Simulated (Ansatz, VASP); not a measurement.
## One calculation of C, two programs

```xyz
2
Lattice="2.4657 0.0000 0.0000 -1.2329 2.1354 0.0000 0.0000 0.0000 26.0000" Properties=species:S:1:pos:R:3 pbc="T T T"
C     0.0000    0.0000   13.0000
C     1.2329    0.7118   13.0000
```

Alike in both runs: task single point; functional LDA; k mesh 21 × 21 × 1; occupations gaussian, width 0.1 eV; no spin polarisation.

```csv
,VASP,Ansatz
version,VASP 6.6.1,Ansatz 0.2.0
potentials or method,"VASP PAW LDA potentials, release 64 (C)","scalar-relativistic, plane waves, PAW"
plane-wave cutoff (eV),520,420
valence electrons in the cell,8,8
```

```csv
,VASP,Ansatz,Ansatz less VASP
gap on the k mesh at the Fermi level (eV),none,none,-
"work function, face that differs most (eV)",4.55,4.55,+0.001
```

A gap of «none» marks a metal or a gap that the smearing closes. Ansatz warned: «xc_potential_rough_in_thin_density».
